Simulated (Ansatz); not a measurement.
# MgS (Niningerite): band structure with PBE

Crystal: MgS (Niningerite).

```
CELL_PARAMETERS angstrom
0.00000 2.60165 2.60165
2.60165 0.00000 2.60165
2.60165 2.60165 0.00000
ATOMIC_POSITIONS crystal
S 0.50000 0.50000 0.50000
Mg 0.00000 0.00000 0.00000
```

| Property | Result |
| --- | --- |
| Program | Ansatz 0.2.0 |
| Task | band structure |
| Functional | PBE |
| Potentials or basis | Ansatz PAW |
| Cutoff | 420 eV (not typed: the program's choice for these potentials) |
| k mesh | 9 × 9 × 9 |
| Occupations | fermi-dirac, width 0.05 eV |
| Spin | no spin polarisation |
| Path | [["G", "X", "W", "K", "G", "L", "U", "W", "L", "K"], ["U", "X"]] |
| Points for each segment of the path | 14 |

| Item | Value |
| --- | --- |
| Pressure | 1.2 GPa |
| Band gap on the k mesh | 2.92 eV, indirect (least direct gap 3.72 eV) |
| Band gap along the path | 2.79 eV, indirect (least direct gap 3.72 eV) |

Levels at the corners of the path, in eV from the valence-band top:
```
point  band 4  band 5  band 6  band 7  band 8  band 9  band 10  band 11  band 12  band 13
    Γ  -41.47  -12.67    0.00    0.00    0.00    3.72     7.92     7.92     7.92    10.26
    X  -41.47  -10.99   -4.18   -1.68   -1.68    2.79     4.39    12.01    12.66    13.40
    W  -41.47  -10.94   -3.22   -3.22   -2.35    5.25     7.93     7.93     8.06    14.34
    K  -41.47  -10.99   -3.68   -3.18   -1.36    3.91     6.69     9.66    10.06    11.90
    Γ  -41.47  -12.67    0.00    0.00    0.00    3.72     7.92     7.92     7.92    10.26
    L  -41.47  -11.35   -4.82   -0.59   -0.59    4.55     6.89     6.89    10.13    12.16
    U  -41.47  -10.99   -3.68   -3.18   -1.36    3.91     6.69     9.66    10.06    11.90
    W  -41.47  -10.94   -3.22   -3.22   -2.35    5.25     7.93     7.93     8.06    14.34
    L  -41.47  -11.35   -4.82   -0.59   -0.59    4.55     6.89     6.89    10.13    12.16
    K  -41.47  -10.99   -3.68   -3.18   -1.36    3.91     6.69     9.66    10.06    11.90
    U  -41.47  -10.99   -3.68   -3.18   -1.36    3.91     6.69     9.66    10.06    11.90
    X  -41.47  -10.99   -4.18   -1.68   -1.68    2.79     4.39    12.01    12.66    13.40
```

It took 2.1 s on 2 threads of AMD EPYC 7R43 64-Core Processor (Zen 3) (shared host), peak memory 0.35 GiB.

Caveat: the k mesh misses the band edges, so the gap on the mesh is wider than the one along the path. As with any semilocal functional, this PBE gap is likely too small.
